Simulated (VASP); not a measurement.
# SnSe in VASP: Born charges and dielectric tensor with LDA

Aim: the Born charges and dielectric tensor of SnSe with LDA.

Everything below comes from runs of VASP 6.6.1. Logs are shortened: lines on timing, memory, paths and dates and some standing lists are left out, and cuts for length are marked.

### 1 The slab as given

The cell holds a slab with vacuum, 4 atoms: a = 4.193 Å, b = 4.193 Å, c = 10.963 Å, α = 90.00°, β = 90.00°, γ = 90.00°.

### 2 Born charges and dielectric tensor, LDA

INCAR

```
SYSTEM = SnSe
PREC = Accurate ; ENCUT = 350
EDIFF = 1E-8 ; ISMEAR = 0
SIGMA = 0.02 ; LREAL = .FALSE.
LASPH = .TRUE. ; NELM = 60
ALGO = Normal ; ISIF = 2
LWAVE = .FALSE. ; LCHARG = .FALSE.
GGA = CA ; LEPSILON = .TRUE.
IBRION = 8 ; NSW = 1
```

KPOINTS

```
Automatic mesh
0
G
  6 6 4
  0 0 0
```

POSCAR

```
SnSe
1.0
    4.1926300000      0.0000000000      0.0000000000
    0.0000000000      4.1926300000      0.0000000000
    0.0000000000      0.0000000000     10.9632800000
Sn Se
2 2
Direct
    0.5000000000      0.0000000000      0.3777900000
    0.0000000000      0.5000000000      0.6222100000
    0.5000000000      0.0000000000      0.6221700000
    0.0000000000      0.5000000000      0.3778300000
```

Potentials or basis: VASP PAW LDA potentials, release 64 (Sn_d, Se).

Command:

```sh
> cat potpaw_LDA.64/Sn_d/POTCAR potpaw_LDA.64/Se/POTCAR > POTCAR
> mpirun -np 1 vasp_std > vasp.out
```

OUTCAR:

```text
SYSTEM = SnSe
   PREC = Accurate
   ENCUT = 350
   EDIFF = 1E-8
   ISMEAR = 0
   LREAL = .FALSE.
   LASPH = .TRUE.
   NELM = 60
   ISIF = 2
   GGA = CA
   LEPSILON = .TRUE.
   IBRION = 8
   NSW = 1

 ion  position               nearest neighbor table
   1  0.500  0.000  0.378-   3 2.68   4 2.96   4 2.96   4 2.96   4 2.96
   2  0.000  0.500  0.622-   4 2.68   3 2.96   3 2.96   3 2.96   3 2.96
   3  0.500  0.000  0.622-   1 2.68   2 2.96   2 2.96   2 2.96   2 2.96
   4  0.000  0.500  0.378-   2 2.68   1 2.96   1 2.96   1 2.96   1 2.96

  LATTYP: Found a simple tetragonal cell.
 ALAT       =     4.1926300000
 C/A-ratio  =     2.6148932770

  Lattice vectors:

 A1 = (   4.1926300000,   0.0000000000,   0.0000000000)
 A2 = (   0.0000000000,   4.1926300000,   0.0000000000)
 A3 = (   0.0000000000,   0.0000000000,  10.9632800000)

Analysis of symmetry for initial positions (statically):
=====================================================================
 Subroutine PRICEL returns:
 Original cell was already a primitive cell.

 Routine SETGRP: Setting up the symmetry group for a
 simple tetragonal supercell.

 Subroutine GETGRP returns: Found 16 space group operations
 (whereof  8 operations were pure point group operations)
 out of a pool of 16 trial point group operations.

The static configuration has the point symmetry D_2d.
 The point group associated with its full space group is D_4h.

Analysis of symmetry for dynamics (positions and initial velocities):
=====================================================================
 Subroutine PRICEL returns:
 Original cell was already a primitive cell.

 Routine SETGRP: Setting up the symmetry group for a
 simple tetragonal supercell.

 Subroutine GETGRP returns: Found 16 space group operations
 (whereof  8 operations were pure point group operations)
 out of a pool of 16 trial point group operations.

The dynamic configuration has the point symmetry D_2d.
 The point group associated with its full space group is D_4h.

 Subroutine INISYM returns: Found 16 space group operations
 (whereof  8 operations are pure point group operations),
 and found     1 'primitive' translations

----------------------------------------------------------------------------------------

                                     Primitive cell

  volume of cell :     192.7141

  direct lattice vectors                    reciprocal lattice vectors
     4.192630000  0.000000000  0.000000000     0.238513773  0.000000000  0.000000000
     0.000000000  4.192630000  0.000000000     0.000000000  0.238513773  0.000000000
     0.000000000  0.000000000 10.963280000     0.000000000  0.000000000  0.091213578

  length of vectors
     4.192630000  4.192630000 10.963280000     0.238513773  0.238513773  0.091213578

  position of ions in fractional coordinates (direct lattice)
     0.500000000  0.000000000  0.377790000
     0.000000000  0.500000000  0.622210000
     0.500000000  0.000000000  0.622170000
     0.000000000  0.500000000  0.377830000

  ion indices of the primitive-cell ions
   primitive index   ion index
                 1           1
                 2           2
                 3           3
                 4           4

----------------------------------------------------------------------------------------

 KPOINTS: Automatic mesh

Automatic generation of k-mesh.
 Grid dimensions read from file:
 generate k-points for:    6    6    4

 Generating k-lattice:

  Cartesian coordinates                     Fractional coordinates (reciprocal lattice)
     0.039752295  0.000000000  0.000000000     0.166666667  0.000000000  0.000000000
     0.000000000  0.039752295  0.000000000     0.000000000  0.166666667  0.000000000
     0.000000000  0.000000000  0.022803395     0.000000000  0.000000000  0.250000000

  Length of vectors
     0.039752295  0.039752295  0.022803395
[... 798 lines left out ...]

  energy without entropy =       -8.50351975

------------------------ aborting loop because EDIFF is reached ----------------------------------------

--------------------------------------- Ionic step        2  -------------------------------------------

------------------------ aborting loop because EDIFF is reached ----------------------------------------

--------------------------------------- Ionic step        3  -------------------------------------------

------------------------ aborting loop because EDIFF is reached ----------------------------------------

 PIEZOELECTRIC TENSOR FIELD DIRECTION 3  (e Angst)
 -----------------------------------------------------------------------------
    -0.00074  0.00000  0.00000           ( -0.00000  0.00000  0.00000)
     0.00000 -0.00074  0.00000           (  0.00000 -0.00000  0.00000)
     0.00000  0.00000  0.00179           (  0.00000  0.00000 -0.00000)

 PIEZOELECTRIC TENSOR FIELD DIRECTION 3  (C/m^2)
 -----------------------------------------------------------------------------
    -0.00006  0.00000  0.00000
     0.00000 -0.00006  0.00000
     0.00000  0.00000  0.00015

[... ionic steps 4 to 9 ...]

--------------------------------------- Ionic step       10  -------------------------------------------

------------------------ aborting loop because EDIFF is reached ----------------------------------------

[... ionic steps 11 to 11 ...]

--------------------------------------- Ionic step       12  -------------------------------------------

 Free energy of the ion-electron system (eV)
  ---------------------------------------------------
  ---------------------------------------------------
  free energy    TOTEN  =        -0.10109687 eV

  energy without entropy =       -0.10109687

------------------------ aborting loop because EDIFF is reached ----------------------------------------

 INTERNAL STRAIN TENSOR  FOR ION    3  DIRECTION 3   (eV/Angst):
 -----------------------------------------------------------------------------
    -1.78552  0.00000  0.00000
     0.00000 -1.78552  0.00000
     0.00000  0.00000-13.41062

 MACROSCOPIC STATIC DIELECTRIC TENSOR (including local field effects in DFT)
 ------------------------------------------------------
          16.342788     0.000000     0.000000
           0.000000    16.342788     0.000000
           0.000000    -0.000000     1.994496
 ------------------------------------------------------

 PIEZOELECTRIC TENSOR (including local field effects)  for field in x, y, z        (e  Angst)
          XX          YY          ZZ          XY          YZ          ZX
  --------------------------------------------------------------------------------
  x     0.00000    -0.00000     0.00000     0.00000     0.00000     0.00000
  y     0.00000     0.00000     0.00000     0.00000     0.00000     0.00000
  z     0.00000     0.00000     0.00000     0.00000     0.00000     0.00000

 PIEZOELECTRIC TENSOR (including local field effects)  for field in x, y, z        (C/m^2)
          XX          YY          ZZ          XY          YZ          ZX
  --------------------------------------------------------------------------------
  x     0.00000    -0.00000     0.00000     0.00000     0.00000     0.00000
  y     0.00000     0.00000     0.00000     0.00000     0.00000     0.00000
  z     0.00000     0.00000     0.00000     0.00000     0.00000     0.00000

 BORN EFFECTIVE CHARGES (including local field effects) (in |e|, cummulative output)
 ---------------------------------------------------------------------------------
 ion    1
    1     5.86928     0.00000     0.00000
    2     0.00000     5.86928     0.00000
    3     0.00000     0.00000     0.34175
 ion    2
    1     5.86928     0.00000     0.00000
    2     0.00000     5.86928    -0.00000
    3     0.00000     0.00000     0.34175
 ion    3
    1    -5.86928     0.00000     0.00000
    2     0.00000    -5.86928    -0.00000
    3     0.00000     0.00000    -0.34175
 ion    4
    1    -5.86928     0.00000     0.00000
    2     0.00000    -5.86928     0.00000
    3     0.00000     0.00000    -0.34175

 INTERNAL STRAIN TENSOR FOR ION    4 for displacements in x,y,z  (eV/Angst):
          X           Y           Z          XY          YZ          ZX
  --------------------------------------------------------------------------------
  x     0.00000     0.00000     0.00000     0.00000     0.00000     2.72800
  y     0.00000     0.00000     0.00000     0.00000     2.70050     0.00000
  z     1.78552     1.78552    13.41062     0.00000     0.00000     0.00000

 SECOND DERIVATIVES (NOT SYMMETRIZED)
 ------------------------------------
               1X          1Y          1Z          2X          2Y          2Z          3X          3Y          3Z          4X          4Y          4Z
  1X    -0.703958    0.000000    0.000000    0.575168    0.000000    0.000000   -0.397851    0.000000    0.000000    0.526642    0.000000    0.000000
  1Y     0.000000   -0.703958    0.000000    0.000000    0.575168    0.000000    0.000000   -0.397851    0.000000    0.000000    0.526642    0.000000
  1Z     0.000000    0.000000   -6.283677    0.000000    0.000000   -0.260362    0.000000    0.000000    5.476053    0.000000    0.000000    1.067986
  2X     0.575168    0.000000    0.000000   -0.703958    0.000000    0.000000    0.526642    0.000000    0.000000   -0.397851    0.000000    0.000000
  2Y     0.000000    0.575168    0.000000    0.000000   -0.703958    0.000000    0.000000    0.526642    0.000000    0.000000   -0.397851    0.000000
  2Z     0.000000    0.000000   -0.260362    0.000000    0.000000   -6.283677    0.000000    0.000000    1.067986    0.000000    0.000000    5.476053
  3X    -0.400999    0.000000    0.000000    0.527260    0.000000    0.000000   -1.632122    0.000000    0.000000    1.505861    0.000000    0.000000
  3Y     0.000000   -0.400999    0.000000    0.000000    0.527260    0.000000    0.000000   -1.632122    0.000000    0.000000    1.505861    0.000000
  3Z     0.000000    0.000000    5.495456    0.000000    0.000000    1.090465    0.000000    0.000000   -6.024844    0.000000    0.000000   -0.561077
  4X     0.527260    0.000000    0.000000   -0.400999    0.000000    0.000000    1.505861    0.000000    0.000000   -1.632122    0.000000    0.000000
  4Y     0.000000    0.527260    0.000000    0.000000   -0.400999    0.000000    0.000000    1.505861    0.000000    0.000000   -1.632122    0.000000
  4Z     0.000000    0.000000    1.090465    0.000000    0.000000    5.495456    0.000000    0.000000   -0.561077    0.000000    0.000000   -6.024844

 Eigenvectors and eigenvalues of the dynamical matrix
 ----------------------------------------------------

   1 f  =    5.818759 THz    36.560340 2PiTHz  194.092902 cm-1    24.064442 meV
             X         Y         Z           dx          dy          dz
      2.096315  0.000000  4.141818    -0.000000   -0.000000   -0.446052
      0.000000  2.096315  6.821462     0.000000    0.000000   -0.446052
      2.096315  0.000000  6.821024    -0.000000   -0.000000    0.548669
      0.000000  2.096315  4.142256     0.000000    0.000000    0.548669
[... 71 lines left out ...]
  12 f/i=    0.009085 THz     0.057082 2PiTHz    0.303039 cm-1     0.037572 meV
             X         Y         Z           dx          dy          dz
      2.096315  0.000000  4.141818    -0.000000    0.000000    0.548669
      0.000000  2.096315  6.821462    -0.000000    0.000000    0.548669
      2.096315  0.000000  6.821024    -0.000000    0.000000    0.446052
      0.000000  2.096315  4.142256    -0.000000    0.000000    0.446052

--------------------------------------------------------------------------------------------------------

 MACROSCOPIC STATIC DIELECTRIC TENSOR IONIC CONTRIBUTION
 ------------------------------------------------------
         507.262903     0.000000     0.000000
           0.000000   507.262903     0.000000
           0.000000     0.000000     0.033408
 ------------------------------------------------------

 ELASTIC MODULI CONTR FROM IONIC RELAXATION (kBar)
 Direction    XX          YY          ZZ          XY          YZ          ZX
 --------------------------------------------------------------------------------
 XX         -17.2312    -17.2312    -95.6331      0.0000     -0.0000      0.0000
 YY         -17.2312    -17.2312    -95.6331      0.0000     -0.0000      0.0000
 ZZ         -95.6331    -95.6331   -616.1297      0.0000     -0.0000      0.0000
 XY           0.0000      0.0000      0.0000      0.0000      0.0000      0.0000
 YZ          -0.0000     -0.0000     -0.0000      0.0000    -70.2848      0.0000
 ZX           0.0000      0.0000      0.0000      0.0000      0.0000    -68.5722
 --------------------------------------------------------------------------------

 PIEZOELECTRIC TENSOR IONIC CONTR  for field in x, y, z        (C/m^2)
          XX          YY          ZZ          XY          YZ          ZX
  --------------------------------------------------------------------------------
  x     0.00000     0.00000     0.00000     0.00000    -0.00000     0.00000
  y    -0.00000    -0.00000    -0.00000     0.00000    -0.00000    -0.00000
  z    -0.00000    -0.00000    -0.00000     0.00000     0.00000    -0.00000
```

Run time: 15 min. Hardware: 1 thread of Intel Xeon 6975P-C (Granite Rapids), shared host; peak memory 0.6 GiB.

What came out:

| Item | Value |
| --- | --- |
| Band gap on the k mesh | 1.45 eV, indirect (least direct gap 1.51 eV) |
| Electronic dielectric tensor (diagonal) | 16.34, 16.34, 1.99 |
| Born charges (mean of the diagonal) | Sn +4.03; Se -4.03 e |
| Highest phonon frequency at Γ, LO-TO splitting left out | 194 cm⁻¹ |

Phonon frequencies in cm⁻¹ (negative: imaginary):
```csv
q point,frequencies
"(0.000, 0.000, 0.000)",0 0 0 27 27 46 46 61 108 108 170 194
```

Electronic dielectric tensor:
```
16.34  0.00  0.00
 0.00 16.34  0.00
 0.00  0.00  1.99
```

Born effective charge tensors (e):
atom 1, Sn
```
5.87 0.00 0.00
0.00 5.87 0.00
0.00 0.00 0.34
```
atom 2, Sn
```
5.87 0.00 0.00
0.00 5.87 0.00
0.00 0.00 0.34
```
atom 3, Se
```
-5.87  0.00  0.00
 0.00 -5.87  0.00
 0.00  0.00 -0.34
```
atom 4, Se
```
-5.87  0.00  0.00
 0.00 -5.87  0.00
 0.00  0.00 -0.34
```

Caveat: spin-orbit coupling is left out, which moves the levels of the heavy elements.
